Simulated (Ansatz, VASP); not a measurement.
CdSe (Cadmoselite): VASP beside Ansatz

The input INCAR:

```
SYSTEM = CdSe
ALGO = Normal ; EDIFF = 1E-6
ENCUT = 520 ; GGA = CA
ISIF = 2 ; ISMEAR = 0
LASPH = .TRUE. ; LCHARG = .FALSE.
LREAL = .FALSE. ; LWAVE = .FALSE.
NBANDS = 26 ; NELM = 80
PREC = Accurate ; SIGMA = 0.01
```

The input KPOINTS:

```
k-points
0
G
  6 6 4
  0 0 0
```

Contents of POSCAR:

```
CdSe
1.0
    4.2258471399      0.0000000000      0.0000000000
   -2.1129235699      3.6596909756      0.0000000000
    0.0000000000      0.0000000000      6.9737369976
Cd Se
2 2
Direct
    0.3333333333      0.6666666667      0.0059482096
    0.6666666667      0.3333333333      0.5059482096
    0.3333333333      0.6666666667      0.3790517904
    0.6666666667      0.3333333333      0.8790517904
```

Input for Ansatz:

```yaml
crystal:
  lattice:
    - [4.22584713987, 0.0, 0.0]
    - [-2.11292356994, 3.65969097564, 0.0]
    - [0.0, 0.0, 6.97373699758]
  atoms:
    - { symbol: Cd, position: [0.333333333333, 0.666666666667, 0.00594820962] }
    - { symbol: Cd, position: [0.666666666667, 0.333333333333, 0.50594820962] }
    - { symbol: Se, position: [0.333333333333, 0.666666666667, 0.37905179038] }
    - { symbol: Se, position: [0.666666666667, 0.333333333333, 0.87905179038] }
kpoints:
  mp_grid: { grid: [6, 6, 4] }
scf:
  occupations: { method: fixed }
  convergence: { dr2_threshold: 1.0e-10 }
hamiltonian:
  xc: lda
  pseudopotentials: { kind: all_electron, lapw: { basis_error: 0.0005 } }
output:
  forces: true
  stress: true
  eigenstates:
    kpoints:
      - [0.0, 0.0, 0.0]
      - [0.0, 0.0, -0.5]
      - [-0.5, 0.0, 0.0]
      - [-0.5, 0.5, 0.0]
      - [0.0, -0.5, 0.0]
      - [-0.5, 0.0, -0.5]
      - [-0.5, 0.5, -0.5]
      - [0.0, -0.5, -0.5]
  eigenvalues: true
```

Change from the starting cell: film at in-plane strain -0.005.

Alike in both runs: task single point; functional LDA; k mesh 6 × 6 × 4; no spin polarisation.

|  | VASP | Ansatz |
| --- | --- | --- |
| version | VASP 6.6.1 | Ansatz 0.2.0 |
| potentials or method | VASP PAW LDA potentials, release 64 (Cd, Se) | all-electron LAPW, scalar-relativistic |
| plane-wave cutoff (eV) | 520 | see its input |
| occupations | gaussian, width 0.01 eV | fixed |

Ansatz gave:

```
gap on the k mesh at the Fermi level (eV)       : 0.45
pressure (GPa)                                  : 0.3
largest component of the traceless stress (GPa) : 0.33
```

**Question.** Estimate VASP's values.

**Answer.** gap on the k mesh at the Fermi level (eV): 0.48; pressure (GPa): 0.8; largest component of the traceless stress (GPa): 0.33.

Ansatz ran all-electron here, so the differences hold the error of VASP's frozen core and of both bases.
